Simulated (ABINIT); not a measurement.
Here is an ABINIT 10.8.3 (patched build) calculation.

Contents of run.abi:

```
# Pseudopotentials
pp_dirpath "./"
pseudos "Se_ONCV_PBE-1.2.upf"

# Structure
acell 3*1.0 Angstrom
rprim
     4.3662000000     0.0000000000     0.0000000000
    -2.1831000000     3.7812401180     0.0000000000
     0.0000000000     0.0000000000     4.9536000000
ntypat 1
znucl 34
natom 3
typat 1 1 1
xred
     0.7746000000     0.7746000000     0.0000000000
     0.0000000000     0.2254000000     0.6666666667
     0.2254000000     0.0000000000     0.3333333333

# Plane-wave basis
ecut 380.959407 eV

# k points
kptopt 1
ngkpt 3 3 3
nshiftk 1
shiftk 0.0 0.0 0.0

# Exchange and correlation
ixc 41
hyb_mixing 0.0926

# Bands and occupations
nband 11
occopt 1

# SCF cycle
nstep 60
diemac 6.0
toldfe 1.0e-7

# Output
iomode 3
prtwf 0
prtden 0
prteig 0
prtebands 0
enunit 1
```

Potentials or basis: SG15 NC PBE v1.2.

Run with:

```bash
$ mpirun --bind-to none -np 4 abinit run.abi > log 2>&1
```

(1) What does it give for the band gap on the k mesh?

(2) Estimate the largest force.

(3) Estimate the pressure.

## Answers

(1) 2.04 eV, indirect (least direct gap 2.22 eV).

(2) 0.209 eV/Å.

(3) 1.8 GPa.

Caveat: the k mesh is coarse (spacing up to 0.55 Å⁻¹), so the values aren't converged, least of all with exact exchange; exact exchange is summed on a coarse mesh, which widens gaps by tenths of an eV; the potentials were made for another functional, which shifts forces and pressure; an odd mesh through Γ misses points on the zone boundary, where band edges often lie.
